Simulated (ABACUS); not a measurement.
## C: equation of state with PBE

**Experimental background.**

From “Equation of state of cubic boron nitride at high pressures and temperatures”, 2007, arxiv:cond-mat/0702656, for a bulk crystal of C: bulk modulus 444.8 ± 0.8 GPa.

C:

```
C
1.0
     0.00000    1.78337    1.78337
     1.78337    0.00000    1.78337
     1.78337    1.78337    0.00000
C
2
Direct
  0.75000 0.75000 0.75000
  0.50000 0.50000 0.50000
```

This isn't the form of C at room conditions, which is graphite.

```yaml
Program: ABACUS 3.10.1
Task: equation of state
Functional: PBE
Potentials_or_basis: PseudoDojo NC SR 0.4.1 PBE standard
Cutoff: 1361 eV
Density_cutoff: 5442 eV
Basis: DZP LCAO (the cutoffs set its grid)
k_mesh: 13 × 13 × 13
Occupations: fermi-dirac, width 0.05 eV
Spin: no spin polarisation
Orbital_files: C C_confined-atom_6au_2s2p1d.orb
Radial_cutoff_of_the_potentials_pseudo_rcut: 10 bohr
SCF_threshold_on_the_density: 1e-07
Max_SCF_steps: 100
Eigensolver: genelpa
Mixing: broyden
Mixing_share: 0.7
Symmetry_key: 1
Bands: 8
```

```json
{
 "Equilibrium volume": "5.75 Å³/atom",
 "Bulk modulus": "416 GPa",
 "Pressure derivative of the bulk modulus": "3.5"
}
```

Energy against volume, from the lowest point:
```
volume (Å³/atom)  energy (meV/atom)
           5.332              43.23
           5.445              21.96
           5.558               8.08
           5.672               0.96
           5.785               0.00
           5.899               4.68
           6.012              14.53
```

All runs of the series together: 24 s on 4 threads of AMD EPYC 7B13 (Zen 3), with other jobs on the host.

Against the measured bulk modulus of C, 444.8 GPa (quoted in “Equation of state of cubic boron nitride at high pressures and temperatures”, 2007, arxiv:cond-mat/0702656), the calculated 416 GPa is off by -6.5 %. 3 values of this kind are on record (442 to 444.8 GPa); this one was drawn at random among those near their median, those with a stated uncertainty first. The fit is for a static lattice scaled at fixed shape and fixed fractional positions.

Caveat: the atomic orbitals were generated for these runs and aren't a published set; the basis of atomic orbitals isn't converged, which shifts pressures, moduli and gaps.
